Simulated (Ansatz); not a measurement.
# Bias dependence of the vacuum decay constant on hollow-site Pt(110)-(1x3)-Br (PBE) and Pt(110)-(1x3)-Ge (LDA)

Bromine is an electronegative halogen that draws charge from platinum, whereas germanium binds to it more covalently and can alloy into its surface. Both change the barrier and the states through which electrons leave the metal. We examine how the decay constant κ of the tunnelling density depends on sample bias above these two overlayers. In scanning tunnelling microscopy κ sets how strongly the current responds to tip height, and it enters any barrier height derived from that response. The calculated κ describes the plane-averaged density of the states between the Fermi level and the bias. We compare it with κ₀, the decay constant of a free electron at the top of that window with no momentum along the surface.

## Calculations

Ansatz 0.2.0, plane-wave Kohn-Sham DFT with its default PAW datasets at cutoffs of 420 eV, level as listed. Slabs and stacks are built by hand and relaxed; a single point with 16 to 17 Å of vacuum, a dipole correction, Fermi-Dirac smearing of 0.05 eV and meshes of 6 points along the first in-plane vector gives the density of the states between the Fermi level and the sample bias. Its planar mean n(z) is fitted as exp(−2κz) between 3 and 5 Å above the top atom. Spin-paired, no spin-orbit coupling.

Notes on method and selection:

- A free electron at the Fermi level with no momentum along the surface decays with κ₀ = 0.5123·√Φ Å⁻¹, Φ in eV; momentum along the surface raises κ, and the slow approach of the potential to the vacuum level lowers it.
- The tip is left out (Tersoff-Hamann).
- Slabs this thin have discrete subbands, so κ depends on which of them fall in the window.
- Windows narrower than 0.1 V hold too few states on these meshes and are not listed; a blank corrugation was not computed at that height.
- Runs in which the search for lower states was switched off are not listed.
- Work functions and vacuum levels are read from the electrostatic potential (Hartree and local ionic parts), which a warning of a rough exchange-correlation potential in thin density does not concern.
- Sites and patterns name the starting structure; atoms can leave their sites in the relaxation.
- The default PAW datasets of this version of Ansatz are the set soft_2.
- Runs that did not converge, have known faults or may not be shown are not listed, and runs on Ansatz's PAW sets soft_1 and soft_2 are kept to separate tables.

Columns:

- bias (V): sample bias; negative images filled states.
- κ₀ of window top (Å⁻¹): 0.5123·√(Φ − E) for the highest energy E in the window, from the Fermi level.
- κ (Å⁻¹): decay constant κ of the window's density.
- corrugation (Å): corrugation at constant current, set to the mean density at the first listed height.

## Numbers

| member | surface | bias (V) | κ₀ of window top (Å⁻¹) | κ (Å⁻¹) | corrugation (Å) |
| --- | --- | --- | --- | --- | --- |
| −1 V | Pt(110)-(1x3)-Br, hollow site (PBE, Φ 5.59 eV, 3 Å) | −1.0 | 1.212 | 1.426 | 2.02 |
| −0.5 V | Pt(110)-(1x3)-Br, hollow site (PBE, Φ 5.59 eV, 3 Å) | −0.5 | 1.212 | 1.382 | 1.86 |
| −0.1 V | Pt(110)-(1x3)-Br, hollow site (PBE, Φ 5.59 eV, 3 Å) | −0.1 | 1.212 | ? | ? |
| +0.1 V | Pt(110)-(1x3)-Br, hollow site (PBE, Φ 5.59 eV, 3 Å) | 0.1 | 1.201 | 1.305 | 1.69 |
| +0.5 V | Pt(110)-(1x3)-Br, hollow site (PBE, Φ 5.59 eV, 3 Å) | 0.5 | 1.156 | 1.249 | 1.87 |
| +1 V | Pt(110)-(1x3)-Br, hollow site (PBE, Φ 5.59 eV, 3 Å) | 1.0 | 1.098 | 1.227 | 1.99 |
| −1 V | Pt(110)-(1x3)-Ge, hollow site (LDA, Φ 5.29 eV, 3 Å) | −1.0 | 1.178 | 1.342 | 1.51 |
| −0.5 V | Pt(110)-(1x3)-Ge, hollow site (LDA, Φ 5.29 eV, 3 Å) | −0.5 | 1.178 | 1.316 | 1.27 |
| −0.1 V | Pt(110)-(1x3)-Ge, hollow site (LDA, Φ 5.29 eV, 3 Å) | −0.1 | 1.178 | ? | ? |
| +0.1 V | Pt(110)-(1x3)-Ge, hollow site (LDA, Φ 5.29 eV, 3 Å) | 0.1 | 1.167 | 1.263 | 0.65 |
| +0.5 V | Pt(110)-(1x3)-Ge, hollow site (LDA, Φ 5.29 eV, 3 Å) | 0.5 | 1.121 | 1.228 | 1.43 |
| +1 V | Pt(110)-(1x3)-Ge, hollow site (LDA, Φ 5.29 eV, 3 Å) | 1.0 | 1.061 | 1.217 | 1.55 |

Cells marked ? are withheld until the estimate has been made.

## Why the values move as they do

On both surfaces κ falls at every listed step from −1 V to +1 V. The total drop is 1.426 − 1.227 = 0.199 Å⁻¹ for Br and 1.342 − 1.217 = 0.125 Å⁻¹ for Ge.

The barrier accounts for a good part of this. A negative window reaches down to states that face a higher barrier, while a positive window adds states that face a lower one. Between −1 V and +1 V the middle of the window rises by 1 eV. For Br the free-electron formula at these mid-window energies gives $0.5123\sqrt{5.59+0.5} - 0.5123\sqrt{5.59-0.5}$, or about 0.11 Å⁻¹. The same step for Ge gives nearly the same, close to its calculated drop.

Br therefore shows about 0.09 Å⁻¹ more than the barrier supplies. A possible cause is that its deeper filled states, where Br p and Pt d orbitals mix, carry more momentum along the surface, which would raise κ at negative bias. Discrete slab subbands entering the window could also contribute.

Every listed κ lies above κ₀, even when κ₀ is taken at the bottom of the window, where the barrier is highest (about 1.3 Å⁻¹ for Br at −1 V, against a κ of 1.426 Å⁻¹). So the effect of momentum along the surface outweighs the slow approach of the potential to the vacuum level, which acts the other way.

The Br values exceed the Ge values at each shown bias, by 0.084 Å⁻¹ at −1 V but only 0.010 Å⁻¹ at +1 V. This offset is not purely chemical, because the functionals differ. A change of functional can move a work function by roughly 0.2 eV, which is worth about 0.02 Å⁻¹ in κ. The Ge run also carries a warning that its band energies were not confirmed, which makes the set of states in its windows less certain.

Corrugation does not follow κ: on both surfaces its smallest shown value is at +0.1 V. The 0.65 Å for Ge there is far below its neighbours, and the small number of states in so narrow a window is the first suspect.

## Blind estimate

Plain estimates from the members shown:

- −0.1 V (Pt(110)-(1x3)-Br, hollow site (PBE, Φ 5.59 eV, 3 Å)), straight-line interpolation between −0.5 V and +0.1 V: w = (−0.1 − (−0.5)) / (0.1 − (−0.5)) = 0.667, so 1.382 + 0.667 × (1.305 − 1.382) = 1.331 Å⁻¹

For Br at −0.1 V we use the straight line between −0.5 V and +0.1 V. As the window shrinks from either side, its density comes from states ever closer to the Fermi level, so κ should pass through zero bias without a systematic step. The mid-window energy is also linear in the bias. The constant κ₀ at negative bias marks only the top of the window and gives no reason for a shift. The estimate is 1.382 + 0.667 × (1.305 − 1.382) = 1.331 Å⁻¹.

The same route can be tried on shown members. For Br at +0.1 V, the line between −0.5 V and +0.5 V gives 1.382 + 0.6 × (1.249 − 1.382) = 1.302 Å⁻¹, against a calculated 1.305 Å⁻¹. Interpolating each inner shown point from its two neighbours leaves misses, calculated minus interpolated, of 0.011, 0.003 and −0.021 Å⁻¹ for Br and 0.010, 0.000 and −0.015 Å⁻¹ for Ge, in order of rising bias. Their root mean square is 0.012 Å⁻¹, which we take as the error.

The gap bridged here is narrower than in any of these trials, which favours a smaller miss. Against that, a window of 0.1 V holds few states, and a single subband can move κ, so we do not reduce the error.

**Committed estimate, −0.1 V (Pt(110)-(1x3)-Br, hollow site (PBE, Φ 5.59 eV, 3 Å)): κ = 1.331 ± 0.012 Å⁻¹.**

## How the estimate fared

| member | surface | bias (V) | κ₀ of window top (Å⁻¹) | κ (Å⁻¹) | corrugation (Å) |
| --- | --- | --- | --- | --- | --- |
| −0.1 V | Pt(110)-(1x3)-Br, hollow site (PBE, Φ 5.59 eV, 3 Å) | −0.1 | 1.212 | 1.321 | 1.41 |
| −0.1 V | Pt(110)-(1x3)-Ge, hollow site (LDA, Φ 5.29 eV, 3 Å) | −0.1 | 1.178 | 1.279 | 0.72 |

| member | estimate | κ (Å⁻¹) | computed | estimate − computed | miss in error bars |
| --- | --- | --- | --- | --- | --- |
| −0.1 V (Pt(110)-(1x3)-Br, hollow site (PBE, Φ 5.59 eV, 3 Å)) | committed | 1.331 | 1.321 | +0.010 | 0.8 |
| −0.1 V (Pt(110)-(1x3)-Br, hollow site (PBE, Φ 5.59 eV, 3 Å)) | interpolation | 1.331 | 1.321 | +0.010 |  |

The estimate of 1.331 Å⁻¹ for Br at −0.1 V lies 0.010 Å⁻¹ above the computed 1.321 Å⁻¹, inside its error bar at 0.8 of the stated error. It is the plain interpolation, so it did neither better nor worse than that.

The argument that κ passes through zero bias without a large step held. From −0.1 V to +0.1 V it falls by 1.321 − 1.305 = 0.016 Å⁻¹ for Br and by 1.279 − 1.263 = 0.016 Å⁻¹ for Ge. The expectation that the narrower gap would favour a smaller miss found little support, since the miss is close to the typical 0.012 Å⁻¹ of the wider trials.

The barrier supplies about 0.01 Å⁻¹ of the step across zero bias, because the middle of the window rises by only 0.1 eV. The result therefore fits a barrier effect with a smaller contribution from the choice of states, but a difference this small is no sharp test of either.

The relaxed geometry does not support two things we said about bromine before the estimate. Bromine stands too far from the nearest platinum atoms for an ordinary Pt–Br bond, and the small dipole of the slab gives no sign that it draws much charge from the metal. Mixing of Br p and Pt d orbitals is therefore not a sound explanation for the extra 0.09 Å⁻¹ of drop, and we withdraw it. The short repeat of the cell packs the bromine atoms into a row, closer to each other than to platinum. States running along this row could carry the extra momentum, but nothing here separates the states by momentum, so the cause stays open. Germanium sits much lower, at bonding distance. In both slabs only the upper part was relaxed, with the lowest platinum layers held fixed.

The offset between Br and Ge is also not a clean comparison of the two elements. LDA usually gives a metal a higher work function than PBE, which would raise κ for Ge and make the listed offset too small. Clean-face runs with the two functionals were left out here. The fit also starts 3 Å above the top atom in both cases, which is farther from the platinum on the Br surface.

## Departures from the trend

Against a straight line in bias fitted to each surface, the largest departures are at +0.5 V and +1 V. The +0.5 V values lie below the line by about 0.016 Å⁻¹ for Br and 0.012 Å⁻¹ for Ge, and the +1 V values lie above it by about 0.015 and 0.010 Å⁻¹. The decrease thus slows at the positive end. The barrier alone would bend the curve the other way, since κ₀ falls faster as the energy rises. States entering above +0.5 V with more momentum along the surface would have the right sign, and so could a slab subband that happens to fall there.

In corrugation, the new rows change our reading of the low Ge value at +0.1 V. Ge at −0.1 V is similarly flat, 0.72 Å against 0.65 Å, so the low value is not confined to one window. States near the Fermi level that are spread more evenly over the surface would explain both, although the two narrow windows also share the same coarse sampling. For Br the smallest corrugation is now the 1.41 Å at −0.1 V, not the value at +0.1 V.

## What to take away

Between −1 V and +1 V, κ falls with rising bias at every listed step on both surfaces. The fitted slopes are −0.106 Å⁻¹ per V for Br and −0.068 Å⁻¹ per V for Ge. Leaving out one row at a time, these lines miss by typically 0.018 and 0.013 Å⁻¹, against 0.083 and 0.053 Å⁻¹ for the mean of the other rows. The steeper Br slope belongs to a crowded bromine row standing off the metal, not to bromine bonded to platinum, and these calculations do not settle its cause.

In practical terms, retreating by 1 Å lowers the tunnelling density above Br by a factor of exp(2 × 1.426 × 1) = 17 at −1 V and exp(2 × 1.227 × 1) = 12 at +1 V.

The omitted field of a biased tip works against this trend. With a linear potential drop between sample and tip, it shifts the mean barrier by half the bias: it lowers it by roughly 0.5 eV for states at the Fermi level at −1 V and raises it by as much for states at the window top at +1 V. Together this is worth about 0.1 Å⁻¹, enough to cancel most of the Ge trend and about half of the Br trend in a measured current.
